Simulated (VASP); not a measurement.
# Li2O (Fm-3m) in VASP: further runs

The runs below take Li2O through single point, relaxation of cell and atoms, with PBE+D3(BJ).

Program: VASP 6.6.1. These are calculated values, not measurements. Logs are shortened: lines on timing, memory, paths and dates and some standing lists are left out, and cuts for length are marked.

## Step 1: The crystal as given

It takes space group Fm-3m (No. 225, cubic). Conventional cell: a = 4.525 Å, b = 4.525 Å, c = 4.525 Å, α = 90.00°, β = 90.00°, γ = 90.00°. Around Li (site symmetry -43m) lie 4 O at 1.96 Å. O (site symmetry m-3m) has 8 Li at 1.96 Å as nearest neighbours.

The cell comes from a database or a generator and needn't be the stable form of this composition.

## Step 2: Single point, PBE+D3(BJ)

Contents of INCAR:

```
SYSTEM = Li2O
PREC     = Accurate       ! precision mode
ENCUT    = 520            ! plane-wave cutoff, eV
EDIFF    = 1E-6           ! SCF threshold, eV
ISMEAR   = 0              ! smearing method
SIGMA    = 0.02           ! smearing width, eV
LREAL    = .False.        ! projectors in reciprocal space
LASPH    = .True.         ! aspherical terms in the spheres
NELM     = 80             ! most SCF steps
ALGO     = Normal         ! electronic algorithm
ISIF     = 2              ! what is computed and relaxed
LWAVE    = .False.        ! write WAVECAR
LCHARG   = .True.         ! write CHGCAR
GGA      = PE             ! functional
IVDW     = 12             ! dispersion correction
LELF     = .True.         ! ELF
LVHAR    = .True.       
NBANDS   = 13             ! bands
```

Contents of KPOINTS:

```
regular mesh
0
Gamma
  10 10 10
  0 0 0
```

Contents of POSCAR:

```
Li2O
1.0
    0.0000000000      2.2623963606      2.2623963606
    2.2623963606      0.0000000000      2.2623963606
    2.2623963606      2.2623963606      0.0000000000
Li O
2 1
Direct
    0.7500000000      0.7500000000      0.7500000000
    0.2500000000      0.2500000000      0.2500000000
    0.0000000000      0.0000000000      0.0000000000
```

Potentials or basis: VASP PAW PBE potentials, release 64 (Li_sv, O).

The run is started by

```bash
$ cat potpaw_PBE.64/Li_sv/POTCAR potpaw_PBE.64/O/POTCAR > POTCAR
$ mpirun -np 1 vasp_std > vasp.out
```

OUTCAR:

```text
SYSTEM = Li2O
   PREC = Accurate
   ENCUT = 520
   EDIFF = 1E-6
   ISMEAR = 0
   LREAL = .False.
   LASPH = .True.
   NELM = 80
   ISIF = 2
   GGA = PE
   IVDW = 12
 IVDW          = 12

 ion  position               nearest neighbor table
   1  0.750  0.750  0.750-   3 1.96   3 1.96   3 1.96   3 1.96   2 2.26   2 2.26   2 2.26   2 2.26
                             2 2.26   2 2.26
   2  0.250  0.250  0.250-   3 1.96   3 1.96   3 1.96   3 1.96   1 2.26   1 2.26   1 2.26   1 2.26
                             1 2.26   1 2.26
   3  0.000  0.000  0.000-   1 1.96   1 1.96   2 1.96   2 1.96   1 1.96   2 1.96   2 1.96   1 1.96

  LATTYP: Found a face centered cubic cell.
 ALAT       =     4.5247927212

  Lattice vectors:

 A1 = (   0.0000000000,   2.2623963606,   2.2623963606)
 A2 = (   2.2623963606,   0.0000000000,   2.2623963606)
 A3 = (   2.2623963606,   2.2623963606,   0.0000000000)

Analysis of symmetry for initial positions (statically):
=====================================================================
 Subroutine PRICEL returns:
 Original cell was already a primitive cell.

 Routine SETGRP: Setting up the symmetry group for a
 face centered cubic supercell.

 Subroutine GETGRP returns: Found 48 space group operations
 (whereof 48 operations were pure point group operations)
 out of a pool of 48 trial point group operations.

The static configuration has the point symmetry O_h .

Analysis of symmetry for dynamics (positions and initial velocities):
=====================================================================
 Subroutine PRICEL returns:
 Original cell was already a primitive cell.

 Routine SETGRP: Setting up the symmetry group for a
 face centered cubic supercell.

 Subroutine GETGRP returns: Found 48 space group operations
 (whereof 48 operations were pure point group operations)
 out of a pool of 48 trial point group operations.

The dynamic configuration has the point symmetry O_h .

 Subroutine INISYM returns: Found 48 space group operations
 (whereof 48 operations are pure point group operations),
 and found     1 'primitive' translations

----------------------------------------------------------------------------------------

                                     Primitive cell

  volume of cell :      23.1599

  direct lattice vectors                    reciprocal lattice vectors
     0.000000000  2.262396361  2.262396361    -0.221004599  0.221004599  0.221004599
     2.262396361  0.000000000  2.262396361     0.221004599 -0.221004599  0.221004599
     2.262396361  2.262396361  0.000000000     0.221004599  0.221004599 -0.221004599

  length of vectors
     3.199511617  3.199511617  3.199511617     0.382791194  0.382791194  0.382791194

  position of ions in fractional coordinates (direct lattice)
     0.750000000  0.750000000  0.750000000
     0.250000000  0.250000000  0.250000000
     0.000000000  0.000000000  0.000000000

  ion indices of the primitive-cell ions
   primitive index   ion index
                 1           1
                 2           2
                 3           3

----------------------------------------------------------------------------------------

 KPOINTS: regular mesh

Automatic generation of k-mesh.
 Grid dimensions read from file:
 generate k-points for:   10   10   10

 Generating k-lattice:

  Cartesian coordinates                     Fractional coordinates (reciprocal lattice)
    -0.022100460  0.022100460  0.022100460     0.100000000  0.000000000  0.000000000
     0.022100460 -0.022100460  0.022100460     0.000000000  0.100000000  0.000000000
     0.022100460  0.022100460 -0.022100460     0.000000000  0.000000000  0.100000000

  Length of vectors
     0.038279119  0.038279119  0.038279119

  Shift w.r.t. Gamma in fractional coordinates (k-lattice)
     0.000000000  0.000000000  0.000000000

 Subroutine IBZKPT returns following result:
 ===========================================

 Found     47 irreducible k-points:

 Following reciprocal coordinates:
            Coordinates               Weight
  0.000000  0.000000  0.000000      1.000000
  0.100000  0.000000  0.000000      8.000000
  0.200000  0.000000  0.000000      8.000000
  0.300000  0.000000  0.000000      8.000000
  0.400000  0.000000  0.000000      8.000000
  0.500000  0.000000  0.000000      4.000000
[... 16 lines left out ...]
  0.300000  0.300000  0.000000      6.000000
  0.400000  0.300000  0.000000     24.000000
 [... further k-points ...]
   k-points           NKPTS =     47   k-points in BZ     NKDIM =     47   number of bands    NBANDS=     13
   number of dos      NEDOS =    301   number of ions     NIONS =      3
   total plane-waves  NPLWV =  13824
   dimension x,y,z NGX =    24 NGY =   24 NGZ =   24
   dimension x,y,z NGXF=    48 NGYF=   48 NGZF=   48
   ions per type =               2   1
   NGX,Y,Z   is equivalent  to a cutoff of  12.47, 12.47, 12.47 a.u.
   NGXF,Y,Z  is equivalent  to a cutoff of  24.94, 24.94, 24.94 a.u.
 SYSTEM =  Li2O
   PREC   = accura    normal or accurate (medium, high low for compatibility)
   ISTART =      0    job   : 0-new  1-cont  2-samecut
   ICHARG =      2    charge: 1-file 2-atom 10-const
   ISPIN  =      1    spin polarized calculation?
   LNONCOLLINEAR =      F non collinear calculations
   LSORBIT =      F    spin-orbit coupling
   LASPH  =      T    aspherical Exc in radial PAW
   ENCUT  =  520.0 eV  38.22 Ry    6.18 a.u.   5.95  5.95  5.95*2*pi/ulx,y,z
   NELM   =     80;   NELMIN=  2; NELMDL= -5     # of ELM steps
   EDIFF  = 0.1E-05   stopping-criterion for ELM
   LREAL  =      F    real-space projection
   EDIFFG = 0.1E-04   stopping-criterion for IOM
   NSW    =      0    number of steps for IOM
   IBRION =     -1    ionic relax: 0-MD 1-quasi-New 2-CG
   NFREE  =      0    steps in history (QN), initial steepest desc. (CG)
   ISIF   =      2    stress and relaxation
   ISYM   =      2    0-nonsym 1-usesym 2-fastsym
   POTIM  = 0.5000    time-step for ionic-motion
   TEBEG  =    0.0;   TEEND  =   0.0 temperature during run
   PSTRESS=    0.0 pullay stress
   NELECT =      12.0000    total number of electrons
   NUPDOWN=      -1.0000    fix difference up-down
   EMIN   =  10.00;   EMAX   =-10.00  energy-range for DOS
   EFERMI =   0.00;   METHOD = LEGACY
   ISMEAR =     0;   SIGMA  =   0.02  broadening in eV -4-tet -1-fermi 0-gaus
   EFERMI_NEDOS =   21; number of points for ismear=-14 and -15
   IALGO  =     38    algorithm
   IMIX   =      4    mixing-type and parameters
     AMIX     =   0.40;   BMIX     =  1.00
     AMIX_MAG =   1.60;   BMIX_MAG =  1.00
  volume/ion in A,a.u.               =       7.72        52.10
  Fermi-wavevector in a.u.,A,eV,Ry     =   1.314891  2.484784 23.523649  1.728939
  Thomas-Fermi vector in A             =   2.445112
   LORBIT       =      0    0 simple, 1 ext, 2 COOP (PROOUT), +10 PAW based schemes
   GGA     = PE    functional components
   LHFCALC =     F    Hartree Fock is set to
   AEXX    =    0.0000 exact exchange contribution
   IVDW    =    12    specifies the selected vdW correction
   LEPSILON=     F    determine dielectric tensor
   LRPA    =     F    only Hartree local field effects (RPA)
 non-spin polarized calculation
 Gauss-broadening in eV      SIGMA  =   0.02
  energy-cutoff  :      520.00
  volume of cell :       23.16
 maximum number of plane-waves:       636
   NGX = 11   NGY = 11   NGZ = 11

 number of electron      12.0000009 magnetization

 Free energy of the ion-electron system (eV)
  ---------------------------------------------------
  ext. energy  EPLUGINS =         0.00000000
  ---------------------------------------------------
  free energy    TOTEN  =       -14.31478015 eV

  energy without entropy =      -14.31478015  energy(sigma->0) =      -14.31478015

 E-fermi :   1.7722     XC(G=0): -10.0163

 val. band max:        1.6815152378   @ k =   0.0000   0.0000   0.0000
 cond. band min:       6.7723727537   @ k =   0.5000   0.5000   0.0000
 fundamental gap:      5.0908575159
 Fermi energy:         1.7721516622

 k-point     1 :       0.0000    0.0000    0.0000
  band No.  band energies     occupation
      1     -41.2033      2.00000
      2     -40.8014      2.00000
      3     -13.8694      2.00000
      4       1.6815      2.00000
      5       1.6815      2.00000
      6       1.6815      2.00000
      7       7.4303      0.00000
      8      13.9744      0.00000
      9      13.9744      0.00000
     10      13.9745      0.00000
     11      21.3403      0.00000
     12      21.3403      0.00000
     13      21.3403      0.00000

 k-point     2 :       0.1000    0.0000    0.0000
  band No.  band energies     occupation
      1     -41.1919      2.00000
      2     -40.8097      2.00000
      3     -13.8496      2.00000
      4       1.3272      2.00000
      5       1.6304      2.00000
      6       1.6304      2.00000
      7       7.6974      0.00000
      8      14.0209      0.00000
      9      14.1304      0.00000
     10      14.1305      0.00000
     11      20.2394      0.00000
     12      20.2394      0.00000
     13      21.7165      0.00000

 k-point     3 :       0.2000    0.0000    0.0000
  band No.  band energies     occupation
      1     -41.1589      2.00000
      2     -40.8344      2.00000
      3     -13.7959      2.00000
      4       0.5060      2.00000
      5       1.5025      2.00000
      6       1.5025      2.00000
      7       8.3830      0.00000
      8      14.0134      0.00000
      9      14.4162      0.00000
     10      14.4162      0.00000
     11      19.1934      0.00000
     12      19.1934      0.00000
     13      22.7103      0.00000
[... 305 lines left out ...]
 k-point    23 :       0.3000    0.3000    0.0000
  band No.  band energies     occupation
      1     -41.0994      2.00000
      2     -40.8750      2.00000
      3     -13.6911      2.00000
      4       0.3790      2.00000
      5       0.6592      2.00000
      6       0.6592      2.00000
      7       7.8503      0.00000
      8      15.0082      0.00000
      9      15.0083      0.00000
     10      16.1833      0.00000
     11      16.4021      0.00000
     12      24.2180      0.00000
     13      25.9106      0.00000

 k-point    24 :       0.4000    0.3000    0.0000
  band No.  band energies     occupation
      1     -41.0704      2.00000
      2     -40.8969      2.00000
      3     -13.6478      2.00000
      4      -0.0435      2.00000
      5       0.5109      2.00000
      6       0.5840      2.00000
      7       7.7702      0.00000
      8      14.8775      0.00000
      9      15.2362      0.00000
     10      16.5186      0.00000
     11      17.2521      0.00000
     12      23.8242      0.00000
     13      24.6681      0.00000

 [... further k-points ...]

------------------------ aborting loop because EDIFF is reached ----------------------------------------

 Edisp (eV)   -0.84493

 E8    (eV) :    -0.3289

  FORCE on cell =-STRESS in cart. coord.  units (eV):
  Direction    XX          YY          ZZ          XY          YZ          ZX
  --------------------------------------------------------------------------------------
  -------------------------------------------------------------------------------------
  Total       0.01884     0.01884     0.01884     0.00000     0.00000     0.00000
  in kB       1.30302     1.30302     1.30302     0.00000     0.00000     0.00000
  external pressure =        1.30 kB  Pullay stress =        0.00 kB

 VOLUME and BASIS-vectors are now :
 -----------------------------------------------------------------------------
  energy-cutoff  :      520.00
  volume of cell :       23.16
      direct lattice vectors                 reciprocal lattice vectors
     0.000000000  2.262396361  2.262396361    -0.221004599  0.221004599  0.221004599
     2.262396361  0.000000000  2.262396361     0.221004599 -0.221004599  0.221004599
     2.262396361  2.262396361  0.000000000     0.221004599  0.221004599 -0.221004599

 POSITION                                       TOTAL-FORCE (eV/Angst)
 -----------------------------------------------------------------------------------
      3.39359      3.39359      3.39359        -0.000000      0.000000      0.000000
      1.13120      1.13120      1.13120         0.000000     -0.000000     -0.000000
      0.00000      0.00000      0.00000        -0.000000      0.000000      0.000000
 -----------------------------------------------------------------------------------
    total drift:                               -0.000000      0.000000      0.000000

  FREE ENERGIE OF THE ION-ELECTRON SYSTEM (eV)
  ---------------------------------------------------
  free  energy   TOTEN  =       -15.1597117263 eV

  energy  without entropy=      -15.1597117263  energy(sigma->0) =      -15.15971173
```

It took 8.6 s on 1 thread of Intel Xeon Platinum 8259CL at 2.50GHz (Skylake/Cascade Lake), shared host; peak memory 0.15 GiB.

What came out:

```yaml
Free_energy: -15.1597 eV
Band_gap_on_the_k_mesh: 5.09 eV, indirect (least direct gap 5.75 eV)
Dispersion_energy_per_atom: -0.282 eV
```

Levels at points of the mesh, in eV from the valence-band top:
| k point | band 3 | band 4 | band 5 | band 6 | band 7 | band 8 | band 9 | band 10 |
| --- | --- | --- | --- | --- | --- | --- | --- | --- |
| (0.00, 0.00, 0.00) | -15.55 | 0.00 | 0.00 | 0.00 | 5.75 | 12.29 | 12.29 | 12.29 |
| (0.50, 0.00, 0.00) | -15.32 | -2.92 | -0.48 | -0.48 | 9.62 | 10.46 | 12.41 | 12.41 |
| (0.50, 0.50, 0.00) | -15.28 | -1.64 | -1.49 | -1.49 | 5.09 | 14.13 | 14.13 | 15.56 |

Caveat: the cutoff is under 1.25 times the usual one of these potentials, so pressure, stress and relaxed cells hold a basis-set (Pulay) error. PBE gaps usually lie below the measured ones, often by a third to a half.

## Step 3: Relaxation of cell and atoms, PBE+D3(BJ)

This run uses another cell than the first one, of 7.75 Å³/atom, 1.004 times its volume.

Contents of INCAR:

```
PREC = Accurate
ENCUT = 600
EDIFF = 1E-7
ISMEAR = 0
SIGMA = 0.02
LREAL = F
LASPH = T
NELM = 80
ALGO = Normal
ISIF = 3
LWAVE = F
LCHARG = F
GGA = PE
IVDW = 12
IBRION = 2
NSW = 100
EDIFFG = -0.01
```

Contents of KPOINTS:

```
Automatic mesh
0
Gamma
  10 10 10
```

Contents of POSCAR:

```
Li2O
1.0
    0.0000000000      2.2651857310      2.2651857310
    2.2651857310      0.0000000000      2.2651857310
    2.2651857310      2.2651857310      0.0000000000
Li O
2 1
Direct
    0.7500000000      0.7500000000      0.7500000000
    0.2500000000      0.2500000000      0.2500000000
    0.0000000000      0.0000000000      0.0000000000
```

Potentials or basis: VASP PAW PBE potentials, release 64 (Li_sv, O).

The run is started by

```bash
$ cat potpaw_PBE.64/Li_sv/POTCAR potpaw_PBE.64/O/POTCAR > POTCAR
$ mpirun -np 1 vasp_std > vasp.out
```

OUTCAR:

```text
PREC = Accurate
   ENCUT = 600
   EDIFF = 1E-7
   ISMEAR = 0
   LREAL = F
   LASPH = T
   NELM = 80
   ISIF = 3
   GGA = PE
   IVDW = 12
   IBRION = 2
   NSW = 100
   EDIFFG = -0.01
 IVDW          = 12

 ion  position               nearest neighbor table
   1  0.750  0.750  0.750-   3 1.96   3 1.96   3 1.96   3 1.96   2 2.27   2 2.27   2 2.27   2 2.27
                             2 2.27   2 2.27
   2  0.250  0.250  0.250-   3 1.96   3 1.96   3 1.96   3 1.96   1 2.27   1 2.27   1 2.27   1 2.27
                             1 2.27   1 2.27
   3  0.000  0.000  0.000-   1 1.96   1 1.96   1 1.96   1 1.96   2 1.96   2 1.96   2 1.96   2 1.96

  LATTYP: Found a face centered cubic cell.
 ALAT       =     4.5303714620

  Lattice vectors:

 A1 = (   0.0000000000,   2.2651857310,   2.2651857310)
 A2 = (   2.2651857310,   0.0000000000,   2.2651857310)
 A3 = (   2.2651857310,   2.2651857310,   0.0000000000)

Analysis of symmetry for initial positions (statically):
=====================================================================
 Subroutine PRICEL returns:
 Original cell was already a primitive cell.

 Routine SETGRP: Setting up the symmetry group for a
[... 238 lines left out ...]
      5       1.6798      2.00000
      6       1.6798      2.00000
      7       7.4273      0.00000
      8      13.9753      0.00000
      9      13.9753      0.00000
     10      13.9753      0.00000
[... 287 lines left out ...]
 k-point    24 :       0.4000    0.3000    0.0000
  band No.  band energies     occupation
      1     -41.0668      2.00000
      2     -40.8931      2.00000
      3     -13.6499      2.00000
      4      -0.0459      2.00000
      5       0.5090      2.00000
      6       0.5819      2.00000
      7       7.7704      0.00000
      8      14.8773      0.00000
      9      15.2363      0.00000
     10      16.5156      0.00000

 [... further k-points ...]

------------------------ aborting loop because EDIFF is reached ----------------------------------------

 Edisp (eV)   -0.84507

 E8    (eV) :    -0.3290

  FORCE on cell =-STRESS in cart. coord.  units (eV):
  Direction    XX          YY          ZZ          XY          YZ          ZX
  --------------------------------------------------------------------------------------
  -------------------------------------------------------------------------------------
  Total      -0.02884    -0.02884    -0.02884     0.00000     0.00000     0.00000
  in kB      -1.99569    -1.99569    -1.99569     0.00000     0.00000     0.00000
  external pressure =       -2.00 kB  Pullay stress =        0.00 kB

 VOLUME and BASIS-vectors are now :
 -----------------------------------------------------------------------------
  energy-cutoff  :      600.00
  volume of cell :       23.16
      direct lattice vectors                 reciprocal lattice vectors
    -0.000000000  2.262280074  2.262280074    -0.221015959  0.221015959  0.221015959
     2.262280074 -0.000000000  2.262280074     0.221015959 -0.221015959  0.221015959
     2.262280074  2.262280074  0.000000000     0.221015959  0.221015959 -0.221015959

 POSITION                                       TOTAL-FORCE (eV/Angst)
 -----------------------------------------------------------------------------------
      3.39342      3.39342      3.39342         0.000000      0.000000      0.000000
      1.13114      1.13114      1.13114        -0.000000     -0.000000     -0.000000
      2.26228      2.26228      0.00000        -0.000000      0.000000     -0.000000
 -----------------------------------------------------------------------------------
    total drift:                                0.000000      0.000000      0.000000

  FREE ENERGIE OF THE ION-ELECTRON SYSTEM (eV)
  ---------------------------------------------------
  free  energy   TOTEN  =       -15.1636084357 eV

  energy  without entropy=      -15.1636084357  energy(sigma->0) =      -15.16360844

 reached required accuracy - stopping structural energy minimisation
```

Wall time 21 s (1 thread of Intel Xeon Platinum 8259CL at 2.50GHz (Skylake/Cascade Lake), shared host); peak memory 0.17 GiB.

Results:

```
Free energy                            : -15.1636 eV
Relaxed volume                         : 7.72 Å³/atom
Relaxed cell                           : a = 3.199 Å, b = 3.199 Å, c = 3.199 Å, α = 60.00°, β = 60.00°, γ = 60.00°
Space group after relaxing (to 0.05 Å) : Fm-3m (No. 225)
Energy gained by relaxing              : 0.1 meV/atom
Ionic steps                            : 2
Pressure after relaxing                : -0.2 GPa
Band gap on the k mesh                 : 5.09 eV, indirect (least direct gap 5.75 eV)
Dispersion energy per atom             : -0.282 eV
```

Step by step:
| step | energy change (eV) | largest force (eV/Å) | pressure (GPa) | volume (Å³) |
| --- | --- | --- | --- | --- |
| 1 | 0.0000 | 0.0000 | -0.55 | 23.25 |
| 2 | -0.0002 | 0.0000 | -0.20 | 23.16 |

Final structure:
```yaml
crystal:
  lattice:
    - [0.00000, 2.26228, 2.26228]
    - [2.26228, 0.00000, 2.26228]
    - [2.26228, 2.26228, 0.00000]
  atoms:
    - { symbol: Li, position: [0.75000, 0.75000, 0.75000] }
    - { symbol: Li, position: [0.25000, 0.25000, 0.25000] }
    - { symbol: O, position: [0.00000, 0.00000, 0.00000] }
```

Caveat: the cutoff is under 1.25 times the usual one of these potentials, so pressure, stress and relaxed cells hold a basis-set (Pulay) error. A k mesh can miss the band edges.

[end of part 1 of 2]
